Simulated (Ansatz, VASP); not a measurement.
## Au in VASP and in Ansatz

INCAR

```
SYSTEM = Au
ALGO = Normal
EDIFF = 1E-6
ENCUT = 520
GGA = PE
ISIF = 2
ISMEAR = -1
LASPH = .True.
LCHARG = .False.
LREAL = .False.
LWAVE = .False.
NBANDS = 18
NELM = 100
PREC = Accurate
SIGMA = 0.05
```

The input KPOINTS:

```
k-points
0
Gamma
  12 12 12
  0 0 0
```

Contents of POSCAR:

```
Au
1.0
    0.0000000000      2.8365441024      2.8365441024
    2.8365441024      0.0000000000      2.8365441024
    2.8365441024      2.8365441024      0.0000000000
Au
2
Direct
   -0.1250000000     -0.1250000000     -0.1250000000
    0.1250000000      0.1250000000      0.1250000000
```

Input for Ansatz:

```yaml
crystal:
  lattice:
    - [0.0, 2.8365441024, 2.8365441024]
    - [2.8365441024, 0.0, 2.8365441024]
    - [2.8365441024, 2.8365441024, 0.0]
  atoms:
    - { symbol: Au, position: [-0.125, -0.125, -0.125] }
    - { symbol: Au, position: [0.125, 0.125, 0.125] }
kpoints:
  mp_grid: { grid: [12, 12, 12] }
scf:
  occupations: { method: fermi_dirac, width: 0.05 }
hamiltonian:
  xc: pbe
  pseudopotentials: { kind: paw }
output:
  forces: true
  stress: true
  eigenvalues: true
  populations: true
  write_density: true
  write_potential: true
  elf: true
  volumetric_format: npy
```

Change from the starting cell: volume scaled by 0.78, PAW files.

Alike in both runs: task single point; functional PBE; k mesh 12 × 12 × 12; occupations fermi-dirac, width 0.05 eV; no spin polarisation.

|  | VASP | Ansatz |
| --- | --- | --- |
| version | VASP 6.6.1 | Ansatz 0.2.0 |
| potentials or method | VASP PAW PBE potentials, release 64 (Au) | PAW with Ansatz's default frozen-core files, scalar-relativistic |
| plane-wave cutoff (eV) | 520 | 420 |
| valence electrons in the cell | 22 | 38 |

VASP gave:

```
pressure (GPa) : 26.5
```

Question: Which values does Ansatz return?

Answer: Pressure (GPa): 26.8.

The two sets of potentials don't hold the same shells in valence.

Caveats: so large a pressure means that the cell lies far from this level's equilibrium, or that cutoff or potentials fall short (VASP). Spin-orbit coupling is left out, which matters for the levels of Au.
